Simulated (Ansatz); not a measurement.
**Forms of BaH: one energy to predict**

Method: DFT PBE, scalar-relativistic, plane waves, PAW (Ansatz 0.2.0). All cells share a 420 eV cutoff and Γ-centred k meshes spaced at most about 0.3 Å⁻¹ (about 0.25 or finer for metals, 2π included). No spin polarisation.

All energies are static (0 K, no zero-point motion). Rows are sorted by volume; energies count from the lowest form computed. Coordination counts H atoms around Ba (those within 1.25 times the shortest such distance or 1.15 times the sum of covalent radii, 1.27 where that leaves under three; a plus sign parts nearer from farther groups).

```
row                          form    source  atoms  coordination  V (Å³/atom)  gap on mesh (eV)  ΔE (meV/atom)
  1  caesium chloride type, Pm-3m  invented      2          Ba 8         22.7                 0            361
  2         rock salt type, Fm-3m  invented      2          Ba 6         24.5                 0             23
  3                      P6_3/mmc  invented      8          Ba 6         25.2                 0              ?
  4                          Imma  invented      4        Ba 4+2         26.0                 0            100
  5                          Cmcm  invented      4          Ba 6         26.2                 0             84
  6                      P6_3/mmc  invented      4          Ba 5         28.3                 0              0
  7       zinc blende type, F-43m  invented      2          Ba 4         28.9                 0             40
```

The cell of row 3:

```xyz
8
Lattice="4.1980 0.0000 0.0000 -2.0990 3.6356 0.0000 0.0000 0.0000 13.2119" Properties=species:S:1:pos:R:3 pbc="T T T"
Ba    0.0000    0.0000    0.0000
Ba    0.0000    0.0000    6.6060
Ba    0.0000    2.4237    9.9090
Ba    2.0990    1.2119    3.3030
H     0.0000    2.4237    1.5545
H     2.0990    1.2119    8.1604
H     0.0000    2.4237    5.0515
H     2.0990    1.2119   11.6575
```

Question: Estimate the missing energy, and say where the row ranks.

Answer: 28 meV/atom, which puts it level, within the accuracy, with row 2 and below row 7. Counting H atoms around Ba, row 3 has Ba 6 and the lowest form (row 6) has Ba 5.

An observed structure of this formula, if there is one, may be missing.

The k mesh leaves some 4 meV/atom of noise in the energy of each metallic cell. With hydrogen, zero-point motion can shift such differences by 10 meV/atom or more. Cells relaxed within their symmetry can be saddle points. Some structure types and database cells were kept out of the candidates from the start, so a known form may be missing.
